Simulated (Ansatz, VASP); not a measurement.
# ZnO (zincite) in two plane-wave programs

Aim: how closely do two programs agree when they are given the same cell, functional and k mesh? The cell is taken from a series of VASP runs on this material, whose earlier steps may have relaxed, scaled or displaced it; both programs get it as it stands.

Program: Ansatz 0.2.0. Level of theory: plane waves, with VASP 6.6.1 beside it; relaxation of cell and atoms at LDA and relaxation of cell and atoms at r2SCAN with rVV10. Results are calculated unless marked as measured.

## 1. The starting structure

The structure is hexagonal, space group P6_3mc (No. 186). The conventional cell has a = 3.196 Å, b = 3.196 Å, c = 5.166 Å, α = 90.00°, β = 90.00°, γ = 120.00°. Zn has 4 O at 1.95 to 1.96 Å nearest. O has 4 Zn at 1.95 to 1.96 Å nearest. Farther neighbours and most contacts between anions are not listed.

## 2. VASP: relaxation of cell and atoms, LDA

The relaxed volume is the usual yardstick between codes: its relative difference is about their pressure difference at one cell divided by the bulk modulus.

Lines of VASP's logs that name or quote its potential files are left out, and so is its time.

INCAR

```
SYSTEM = ZnO
PREC = Accurate
ENCUT = 520
EDIFF = 1E-07
NELM = 100
ISMEAR = 0
SIGMA = 0.03
LREAL = .FALSE.
ALGO = Normal
GGA = CA
NBANDS = 24
LORBIT = 11
LWAVE = .FALSE.
LCHARG = .FALSE.
KPAR = 8
IBRION = 2
NSW = 50
ISIF = 3
EDIFFG = -0.002
```

POSCAR

```
ZnO
1.0
    3.1956798486      0.0000000000      0.0000000000
   -1.5978399243      2.7675399312      0.0000000000
    0.0000000000      0.0000000000      5.1657050116
Zn O
2 2
Direct
    0.6666666667      0.3333333333      0.0002688976
    0.3333333333      0.6666666667      0.5002688976
    0.3333333333      0.6666666667      0.8787411024
    0.6666666667      0.3333333333      0.3787411024
```

KPOINTS

```
Automatic mesh
0
Gamma
12 12 6
0 0 0
```

Potentials, in the order of the species: Zn and O (LDA family, release 64).

The run is started by

```console
$ mpirun -np 8 vasp_std
```

Numbers of over 12 decimals in the logs are rounded to 6 here.

The program printed:

```text
[banner, memory and clock lines left out]
running    8 mpi-ranks, on    1 nodes
 distrk:  each k-point on    1 cores,    8 groups
 distr:  one band on    1 cores,    1 groups

 POSCAR found type information on POSCAR ZnO
 POSCAR found :  2 types and       4 ions
|                                                                             |
|           W    W    AA    RRRRR   N    N  II  N    N   GGGG   !!!           |
|           W    W   A  A   R    R  NN   N  II  NN   N  G    G  !!!           |
|           W    W  A    A  R    R  N N  N  II  N N  N  G       !!!           |
|           W WW W  AAAAAA  RRRRR   N  N N  II  N  N N  G  GGG   !            |
|           WW  WW  A    A  R   R   N   NN  II  N   NN  G    G                |
|           W    W  A    A  R    R  N    N  II  N    N   GGGG   !!!           |
|                                                                             |
|     For optimal performance we recommend to set                             |
|       NCORE = 2 up to number-of-cores-per-socket                            |
|     NCORE specifies how many cores store one orbital (NPAR=cpu/NCORE).      |
|     This setting can greatly improve the performance of VASP for DFT.       |
|     The default, NCORE=1 might be grossly inefficient on modern             |
|     multi-core architectures or massively parallel machines. Do your        |
|     Unfortunately you need to use the default for GW and RPA                |
|     calculations (for HF NCORE is supported but not extensively tested      |
|     yet).                                                                   |
|                                                                             |

 LDA part: xc-table for (Slater(with rela. corr.)+CA(PZ))
 , standard interpolation
 POSCAR, INCAR and KPOINTS ok, starting setup
 FFT: planning ... GRIDC
 FFT: planning ... GRID_SOFT
 FFT: planning ... GRID
 WAVECAR not read
 entering main loop
       N       E                     dE             d eps       ncg     rms          rms(c)
DAV:   1     0.273270527424E+03    0.27327E+03   -0.18734E+04  3752   0.222E+03
DAV:   2     0.183032512435E+01   -0.27144E+03   -0.25778E+03  3984   0.423E+02
DAV:   3    -0.238535148661E+02   -0.25684E+02   -0.25489E+02  4160   0.138E+02
DAV:   4    -0.242304781553E+02   -0.37696E+00   -0.37680E+00  4216   0.175E+01
DAV:   5    -0.242327266590E+02   -0.22485E-02   -0.22485E-02  4184   0.130E+00    0.154E+01
DAV:   6    -0.210833078287E+02    0.31494E+01   -0.82794E+00  6272   0.658E+01    0.988E+00
DAV:   7    -0.212201449946E+02   -0.13684E+00   -0.25093E+00  3792   0.175E+01    0.576E+00
DAV:   8    -0.212095091601E+02    0.10636E-01   -0.65478E-01  4912   0.751E+00    0.168E+00
DAV:   9    -0.211564142191E+02    0.53095E-01   -0.12672E-01  5544   0.706E+00    0.335E-01
DAV:  10    -0.211587813757E+02   -0.23672E-02   -0.40698E-02  3688   0.145E+00    0.103E-01
DAV:  11    -0.211586864951E+02    0.94881E-04   -0.66434E-04  4336   0.234E-01    0.238E-02
DAV:  12    -0.211586889476E+02   -0.24526E-05   -0.46751E-05  4104   0.172E-01    0.901E-03
DAV:  13    -0.211586907997E+02   -0.18521E-05   -0.70959E-06  5704   0.773E-02    0.122E-02
DAV:  14    -0.211586886073E+02    0.21924E-05   -0.38801E-06  4856   0.197E-02    0.319E-03
DAV:  15    -0.211586885464E+02    0.60956E-07   -0.82975E-07  3880   0.732E-03
   1 F= -.21158689E+02 E0= -.21158689E+02  d E =-.211587E+02
 curvature:   0.00 expect dE= 0.000E+00 dE for cont linesearch  0.000E+00
 trial: gam= 0.00000 g(F)=  0.263E-06 g(S)=  0.232E-06 ort = 0.000E+00 (trialstep = 0.100E+01)
 search vector abs. value=  0.495E-06
 reached required accuracy - stopping structural energy minimisation
```

Parts of OUTCAR (step 2):

```text
ion  position               nearest neighbor table
   1  0.667  0.333  0.000-   3 1.95   3 1.95   3 1.95   4 1.96
   2  0.333  0.667  0.500-   4 1.95   4 1.95   4 1.95   3 1.96
   3  0.333  0.667  0.879-   1 1.95   1 1.95   1 1.95   2 1.96
   4  0.667  0.333  0.379-   2 1.95   2 1.95   2 1.95   1 1.96

  LATTYP: Found a hexagonal cell.
 ALAT       =     3.1956798486
 C/A-ratio  =     1.6164651205

 Subroutine GETGRP returns: Found 12 space group operations
 (whereof  6 operations were pure point group operations)

The static configuration has the point symmetry C_3v.
 The point group associated with its full space group is C_6v.

 Found     76 irreducible k-points:

   k-points           NKPTS =     76   k-points in BZ     NKDIM =     76   number of bands    NBANDS=     24

   dimension x,y,z NGX =    24 NGY =   24 NGZ =   40
   dimension x,y,z NGXF=    48 NGYF=   48 NGZF=   80

   ENCUT  =  520.0 eV  38.22 Ry    6.18 a.u.   5.94  5.94  9.60*2*pi/ulx,y,z

   NELECT =      36.0000    total number of electrons

 k-points in reciprocal lattice and weights: Automatic mesh
   0.00000000  0.00000000  0.00000000       0.001
   0.08333333  0.00000000  0.00000000       0.007
   0.16666667  0.00000000  0.00000000       0.007
   0.25000000  0.00000000  0.00000000       0.007
   0.33333333  0.00000000  0.00000000       0.007
   0.41666667  0.00000000  0.00000000       0.007
   0.50000000  0.00000000  0.00000000       0.003
   0.08333333  0.08333333  0.00000000       0.007
   0.16666667  0.08333333  0.00000000       0.014
[...]
0.33333333  0.25000000  0.50000000       0.014
   0.33333333  0.33333333  0.50000000       0.002

 average (electrostatic) potential at core
       1 -36.7450       2 -36.7450       3 -74.0832       4 -74.0832

 E-fermi :   1.4207

 k-point     1 :       0.0000    0.0000    0.0000
  band No.  band energies     occupation
    ...
     14       0.4213      2.00000
     15       0.4213      2.00000
     16       1.1707      2.00000
     17       1.2730      2.00000
     18       1.2730      2.00000
     19       2.0699      0.00000
     20       6.5375      0.00000
     21       9.4498      0.00000
     22      14.1974      0.00000
     23      14.1974      0.00000
    ...

 k-point     2 :       0.0833    0.0000    0.0000
  band No.  band energies     occupation
    ...
     14       0.1509      2.00000
     15       0.3210      2.00000
     16       0.7877      2.00000
     17       1.1224      2.00000
     18       1.2198      2.00000
     19       2.6429      0.00000
     20       6.8442      0.00000
     21       9.4419      0.00000
     22      13.4168      0.00000
     23      14.2705      0.00000
    ...

 k-point     3 :       0.1667    0.0000    0.0000
  band No.  band energies     occupation
    ...
     14      -0.5375      2.00000
     15       0.0485      2.00000
     16       0.1420      2.00000
     17       0.9719      2.00000
     18       1.0692      2.00000
     19       3.5565      0.00000
     20       7.5898      0.00000
     21       9.4100      0.00000
     22      12.0847      0.00000
     23      13.8984      0.00000
    ...

  Total        0.0028169      0.0028169      0.0018449      0.0000000      0.0000000      0.0000000
  in kB        0.0987851      0.0987851      0.0646987      0.0000000      0.0000000      0.0000000
  external PRESSURE =       0.0874229 kB  Pullay stress =       0.0000000 kB

  energy-cutoff  :      520.00
  volume of cell :       45.69
      direct lattice vectors                 reciprocal lattice vectors
     3.195679849  0.000000000  0.000000000     0.312922460  0.180665867  0.000000000
    -1.597839924  2.767539931  0.000000000     0.000000000  0.361331733  0.000000000
     0.000000000  0.000000000  5.165705012     0.000000000  0.000000000  0.193584418

 POSITION                                       TOTAL-FORCE (eV/Angst)
 -----------------------------------------------------------------------------------
      1.59784      0.92251      0.00139         0.000000      0.000000      0.001167
     -0.00000      1.84503      2.58424        -0.000000      0.000000      0.001167
     -0.00000      1.84503      4.53932        -0.000000     -0.000000     -0.001167
      1.59784      0.92251      1.95646         0.000000     -0.000000     -0.001167
 -----------------------------------------------------------------------------------
    total drift:                                0.000001      0.000001     -0.000369

  FREE ENERGIE OF THE ION-ELECTRON SYSTEM (eV)
  ---------------------------------------------------
  free  energy   TOTEN  =       -21.1586885464 eV

  energy  without entropy=      -21.1586885464  energy(sigma->0) =      -21.15868855

 reached required accuracy - stopping structural energy minimisation

 total charge
# of ion       s       p       d       tot
------------------------------------------
    1        0.479   0.538   9.917  10.934
    2        0.479   0.538   9.917  10.934
    3        1.536   3.458   0.000   4.994
    4        1.536   3.458   0.000   4.994
--------------------------------------------------
tot          4.031   7.992  19.833  31.856

[... 3 further parts left out ...]
```

CONTCAR:

```
ZnO
   1.00000000000000
     3.1956798486000002    0.0000000000000000    0.0000000000000000
    -1.5978399243000001    2.7675399312000000    0.0000000000000000
     0.0000000000000000    0.0000000000000000    5.1657050116000001
  Zn              O
     2     2
Direct
     0.6666666667000030    0.3333333332999970    0.0002688976000016
     0.3333333332999970    0.6666666667000030    0.5002688976000016
     0.3333333332999970    0.6666666667000030    0.8787411023999994
     0.6666666667000030    0.3333333332999970    0.3787411023999994
```

## 3. Ansatz: relaxation of cell and atoms, LDA

Ansatz runs on its default PAW (the set named soft_2) files.

The same cell, functional (in two slightly different forms), mesh and smearing now go to Ansatz, which takes its cutoff from its data sets.

input.yaml

```yaml
crystal:
  lattice:
    - [3.1956798486, 0.0, 0.0]
    - [-1.5978399243, 2.7675399312, 0.0]
    - [0.0, 0.0, 5.1657050116]
  atoms:
    - { symbol: Zn, position: [0.6666666667, 0.3333333333, 0.0002688976] }
    - { symbol: Zn, position: [0.3333333333, 0.6666666667, 0.5002688976] }
    - { symbol: O, position: [0.3333333333, 0.6666666667, 0.8787411024] }
    - { symbol: O, position: [0.6666666667, 0.3333333333, 0.3787411024] }
hamiltonian:
  xc: lda
  pseudopotentials: { kind: paw }
kpoints:
  mp_grid: { grid: [12, 12, 6] }
scf:
  occupations: { method: gaussian, width: 0.03 }
relax:
  f_tol: 0.01
  max_steps: 60
  cell: { stress_tol: 0.05 }
output:
  forces: true
  stress: true
  write_density: true
  write_potential: true
  elf: true
  volumetric_format: npy
```

The run is started by

```console
$ ansatz run input.yaml --threads 4 --pin off --max-ram 9216MiB --backend cpu --events-out ev --progress --plain --runs-dir out
```

The program printed:

```text
Engine: ansatz 0.2.0, aarch64-unknown-linux-gnu
Pseudopotentials: kind: paw
Pseudopotential: Zn, paw, valence charge 12, recommended cutoff 420 eV (normal), Zn.paw.azcp
Pseudopotential: O, paw, valence charge 6, recommended cutoff 420 eV (normal), O.paw.azcp
Functional definition: SPW92
  exchange = slater_x
  correlation = pw_c
Crystal: 4 atoms, lattice volume = 45.686 Å³
Basis set: ecut = 420 eV, 917 PW (Γ)
Bands: 22, of which v1, the nominal top of the filled ones, is band 18 counted from 1 (17 counted from 0)
Symmetry: 12 space group operations
Space group: P63mc (ITA 186), of the structure as read, at distance tolerance 3.6e-5 Å
k-points: 76 of 864 (time reversal used)
Non-local potential: Zn, projectors of the file, l = 0: 2, l = 1: 2, l = 2: 3, l = 3: 1
Non-local potential: O, projectors of the file, l = 0: 2, l = 1: 2, l = 2: 1
PAW form: soft (Blöchl's): semilocal exchange-correlation on the pseudo side does not see the compensation charge
PAW frozen core: Zn, regenerated for the run's functional, and the local potential with it (the file was generated under x = pbe(κ = 0.804, μ = 0.219515), c = pbe(β = 0.066725))
PAW frozen core: O, regenerated for the run's functional, and the local potential with it (the file was generated under x = pbe(κ = 0.804, μ = 0.219515), c = pbe(β = 0.066725))
PAW one-centre angular grid: Zn, 590 points (default); XC on 64 Gauss nodes
PAW one-centre angular grid: O, 110 points (default); XC on 64 Gauss nodes
Initial density: superposition of atomic densities (neutral atoms: chi_scale 0, normalization atom), corrected by the library's trained network
Initial wavefunctions: pseudopotential atomic-orbital guess
Functional: x = slater, c = lda
SCF iter   1: F=—  HF=-7603.973694 eV  |F-HF|=—  |Δ(HF+E_count)|=         —  Δρ=1.85e-2  dr2=1.31e-1  ethr=1.77e-3  ⟨swp⟩=6.1  Hψ=7465  notcnv=0
preconditioner: auto → Resta (q_TF=auto, 2.622 Å⁻¹)  ε∞=7.6  [insulator: Δε(μ)=0.614 eV  Ē_g=12.791 eV  σ=0.030 eV  W_gap=1.00  n_scr=22 (ndim 8)  ℏωp=33.0 eV  f_vac=0.029  D(μ)=0.00/eV (n_scr^D=0)  ε∞_Penn≈7.6]
SCF iter   2: F=—  HF=-7603.939484 eV  |F-HF|=—  |Δ(HF+E_count)|=   3.42e-2  Δρ=3.71e-3  dr2=2.60e-3  ethr=3.64e-4  ⟨swp⟩=3.0  Hψ=3953  notcnv=0
SCF iter   3: F=—  HF=-7603.938761 eV  |F-HF|=—  |Δ(HF+E_count)|=   7.22e-4  Δρ=2.11e-3  dr2=1.12e-3  ethr=7.23e-6  ⟨swp⟩=1.0  Hψ=1672  notcnv=0
SCF iter   4: F=—  HF=-7603.938480 eV  |F-HF|=—  |Δ(HF+E_count)|=   2.81e-4  Δρ=7.56e-4  dr2=1.48e-4  ethr=3.10e-6  ⟨swp⟩=2.1  Hψ=2849  notcnv=0
SCF iter   5: F=—  HF=-7603.938392 eV  |F-HF|=—  |Δ(HF+E_count)|=   8.83e-5  Δρ=1.95e-4  dr2=1.29e-5  ethr=4.10e-7  ⟨swp⟩=2.0  Hψ=2887  notcnv=0
SCF iter   6: F=—  HF=-7603.938398 eV  |F-HF|=—  |Δ(HF+E_count)|=   6.31e-6  Δρ=2.62e-5  dr2=2.32e-7  ethr=3.59e-8  ⟨swp⟩=2.9  Hψ=3113  notcnv=0
SCF iter   7: F=-7603.938398 eV  HF=-7603.938398 eV  |F-HF|=1.88e-8  |Δ(HF+E_count)|=   5.23e-8  Δρ=8.36e-6  dr2=3.15e-8  ethr=2.78e-10  ⟨swp⟩=7.8  Hψ=12212  notcnv=0
SCF 1 converged in 7 iterations: F = -7603.938398 eV  dr2 = 3.15e-8
  Residual-converged pass: ⟨swp⟩=1.0  Hψ=1977  notcnv=0  max |occ|·‖R‖ = 6.9e-9 eV (tolerance 1.0e-8 eV)  dr2=3.15e-8  dr2_onsite=1.64e-8  max |Δocc| = 4.5e-87
  greatest PAW one-centre occupation: 0.987 electrons in one spin orbital (limit 2), on the Zn atom at site 1 (counted from 0), in its partial waves of l = 2
relax step   1: F+E_penalty+E_count = -7603.93839846 eV  Δ(F+E_penalty+E_count) = +0.000e0 eV  max|allowed force component| = 4.284e-5 eV/Å  Δτ_max = 0.0000 Å  P = -1.271 GPa  Ω = 45.686 Å³  (7 SCF iters, dr2 threshold 1.00e-7 eV, accepted)
[...]
relax step   2: F+E_penalty+E_count = -7603.94055578 eV  Δ(F+E_penalty+E_count) = -2.157e-3 eV  max|allowed force component| = 2.390e-4 eV/Å  Δτ_max = 0.0001 Å  P = -0.601 GPa  Ω = 45.502 Å³  energy of the carried Pulay correction = +1.080e-3 eV  (5 SCF iters, dr2 threshold 4.00e-7 eV, accepted)
[...]
relax step   3: F+E_penalty+E_count = -7603.94182737 eV  Δ(F+E_penalty+E_count) = -1.272e-3 eV  max|allowed force component| = 1.106e-3 eV/Å  Δτ_max = 0.0000 Å  P = +0.007 GPa  Ω = 45.338 Å³  energy of the carried Pulay correction = +2.045e-3 eV  (5 SCF iters, dr2 threshold 4.00e-7 eV, accepted)
[...]
relax step   4: F+E_penalty+E_count = -7603.93990877 eV  Δ(F+E_penalty+E_count) = +1.919e-3 eV  max|allowed force component| = 9.976e-4 eV/Å  Δτ_max = 0.0000 Å  P = -0.059 GPa  Ω = 45.338 Å³  stress off target by 6.24e-2 GPa  SCF on the basis re-selected at this cell (its energy is not comparable with the rows above)  (7 SCF iters)
[...]
relax step   5: F+E_penalty+E_count = -7603.94000510 eV  Δ(F+E_penalty+E_count) = -9.632e-5 eV  max|allowed force component| = 1.054e-3 eV/Å  Δτ_max = 0.0001 Å  P = -0.001 GPa  Ω = 45.322 Å³  energy of the carried Pulay correction = +9.307e-5 eV  (4 SCF iters, dr2 threshold 9.75e-9 eV, accepted)
[...]
relax step   6: F+E_penalty+E_count = -7603.93991883 eV  Δ(F+E_penalty+E_count) = +8.626e-5 eV  max|allowed force component| = 1.064e-3 eV/Å  Δτ_max = 0.0000 Å  P = -0.002 GPa  Ω = 45.322 Å³  stress off target by 2.82e-3 GPa  SCF on the basis re-selected at this cell (its energy is not comparable with the rows above)  (4 SCF iters)
basis re-selected at this cell: Δ(F+E_penalty+E_count) = +8.626e-5 eV, ΔP = -0.001 GPa vs the last step (what re-selecting the basis moved, of the pressure what is left beyond the Pulay correction that the steps carried, after the strain that the cell walked since its last selection, with what the two solves' SCF thresholds leave and, on support functions, any second-order correction that the steps lacked; it is no m [...]
SCF converged after 4 iterations
Free energy (F): -7603.939919 eV
Harris-Foulkes:  -7603.939919 eV  (|F-HF|=4.55e-12)
Internal energy: -7603.939919 eV  (E = F + TS)
E sigma→0 (E₀):  -7603.939919 eV
Fermi energy:    7.936627 eV
--- Per-component energies (eV) ---
  E_band       = 69.726389
  E_kinetic    = 612.156041
  E_local      = -3933.134671  (includes V_loc(G=0)·N_el)
  E_nonlocal   = 1344.262569
  E_hartree    = 1610.483006
  E_xc         = -414.684627
  E_vxc        = -291.893384  (∫ρ·V_xc dr)
  E_paw        = -3814.696820  (= ΣΔE_a)
  E_vpaw       = -882.634430  (= ΣTr[D̂ρ^β])
  E_aug_tail   = 0.004367  (compensation charges beyond the density's cutoff)
  E_ewald      = -3011.637911
  E_core_change = 3.308126  (= ΣΔE_core)
  E_smearing   = -0.000000  (= −TS)
  E_closure    = -0.000000  (closes the sum)
  Σ components = -7603.939919   (vs F -7603.939919, Δ=0.00e0)
--- Forces (eV/Å), atoms counted from 1 ---
  atom   1  Zn     0.00000000     0.00000000     0.00104655
  atom   2  Zn    -0.00000000    -0.00000000     0.00104655
  atom   3  O      0.00000000     0.00000000    -0.00108231
  atom   4  O     -0.00000000    -0.00000000    -0.00108231
  max |Σ_I F_I| component: 7.15e-5 eV/Å
--- Stress (GPa, compression-positive) ---
       -0.002818      -0.000000       0.000000
        0.000000      -0.002818       0.000000
        0.000000       0.000000      -0.001311
  P = ⅓ Tr σ = -0.0023 GPa (-0.023 kbar)
--- Band table (eV; the first three rows and the last of 76) ---
  k-point 0: bands = [... 14 lower, 6.6772, 7.4299, 7.5358, 7.5358, 8.3367, 12.8274, 15.7302, 20.5258]
  k-point 1: bands = [... 14 lower, 6.7348, 6.8678, 7.4794, 7.4794, 8.9832, 12.5819, 15.9454, 20.5289]
  k-point 2: bands = [... 14 lower, 6.8938, 6.8938, 7.3237, 7.3237, 9.9946, 11.9305, 16.5679, 19.0058]
  k-point 75: bands = [... 14 lower, 4.6521, 4.6521, 6.1641, 6.1641, 15.4546, 15.4546, 15.6172, 15.6172]
--- Relaxed structure (4 steps of the walk, 4 accepted, 2 SCFs on fresh bases) ---
  F+E_penalty+E_count = -7603.93991883 eV   max|allowed force component| = 1.064e-3 eV/Å   (the final SCF, on the basis selected at the relaxed cell)
  cell:  # Å, volume = 45.3218 Å³
    - [3.187059, 1.5951910778338009e-19, 3.136391998078924e-19]
    - [-1.593529, 2.760074, -1.5681959990394639e-19]
    - [5.069868269207705e-19, 0, 5.152241]
  atoms:
    - { symbol: Zn, position: [0.666667, 0.333333, 0.000274597] }
    - { symbol: Zn, position: [0.333333, 0.666667, 0.500275] }
    - { symbol: O, position: [0.333333, 0.666667, 0.878735] }
    - { symbol: O, position: [0.666667, 0.333333, 0.378735] }
```

Elapsed: 12 s, on 4 threads of Arm Neoverse V1, shared host; peak memory 0.42 GiB; 48 s of CPU time.

## 4. Side by side

Known differences besides the potentials themselves: the two LDA forms differ slightly; both relaxations stop at a tolerance, which leaves soft axes loose, and VASP keeps its plane-wave basis; the cutoff is 420 eV in Ansatz and 520 eV in VASP; VASP's log shows a relativistic correction to its local exchange, Ansatz's none; Ansatz adds a Pulay correction to the stress that steers its cell, VASP none. Total energies have different zeros and are not compared.

The two programs side by side:

```
                                         quantity  Ansatz   VASP  difference
                                      volume (Å³)   45.32  45.69     -0.80 %
edge a after relaxation, in the typed setting (Å)   3.187  3.196     -0.27 %
edge c after relaxation, in the typed setting (Å)   5.152  5.166     -0.26 %
```

The walks stopped with 0.00 GPa left in Ansatz and 0.01 GPa in VASP; each walk ends within a tolerance, so the volume difference is uncertain by about these residues over the bulk modulus, most in soft cells.

[end of part 1 of 2]

[Lines on the potential files, build, host, timing and source positions are cut from VASP's logs without a mark.]

[Logs are printed without paths, hosts, clocks, repeated set-up lines and the standing remarks that a program may print on its own settings, such as how far it seeks lower states.]

[Hosts, paths, dates, database ids (printed as entryN), source tags and the programs' standing remarks are cut or masked in the printed files.]
